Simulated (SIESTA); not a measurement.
## AlN under changes of volume

One of the cells (8.421 Å³/atom); the others are scaled copies at fixed shape and fractional positions:

```
Al N
1.0
     0.00000    2.03452    2.03452
     2.03452    0.00000    2.03452
     2.03452    2.03452    0.00000
Al N
1 1
Direct
  0.50000 0.50000 0.50000
  0.00000 0.00000 0.00000
```

Measurements of this composition are mostly on another form, of space group No. 186.

* Program: SIESTA 5.4.2
* Functional: LDA
* Potentials or basis: PseudoDojo 0.4 standard (LDA files)
* Basis: DZP (energy shift 0.003 Ry)
* Grid cutoff: 800 Ry
* Energy shift: 0.003 Ry
* k mesh: 11 × 11 × 11
* Occupations: fermi-dirac, width 0.05 eV
* Spin: no spin polarisation

| volume (Å³/atom) | energy over the lowest point (meV/atom) | pressure (GPa) | gap on the mesh (eV) |
| --- | --- | --- | --- |
| 7.916 | 4.71 | 7.6 | 4.88 |
| 8.085 | 0.00 | 1.5 | 4.69 |
| 8.253 | 1.26 | -3.8 | 4.50 |
| 8.421 | 7.95 | -8.8 | 4.32 |
| 8.590 | 19.59 | -13.2 | 4.14 |
| 8.758 | 35.73 | -17.4 | 3.97 |
| 8.927 | ? | ? | ? |

Q: What does the run at 8.927 Å³/atom give?

A: Energy over the lowest point 55.95 meV/atom; pressure -21.0 GPa; gap on the mesh 3.81 eV.

Worked out: A Birch-Murnaghan fit of order 3 (a polynomial in V^(-2/3)) to the other rows has its minimum at 8.13 Å³/atom with B0 = V·E''(V) = 266 GPa and B' = 3.4. It gives 56.08 meV/atom at 8.927 Å³/atom, against the run's 55.95, and -dE/dV = -21.1 GPa, against -21.0. A straight line through the other rows of the gap, of slope -9.02 eV per unit of ln V, extrapolates to 3.79 eV, against the run's 3.81.

Energies are extrapolated to zero smearing.

Caveats: an odd mesh through Γ misses points on the zone boundary, where band edges often lie; the basis of atomic orbitals isn't converged, which shifts pressures, moduli and gaps.
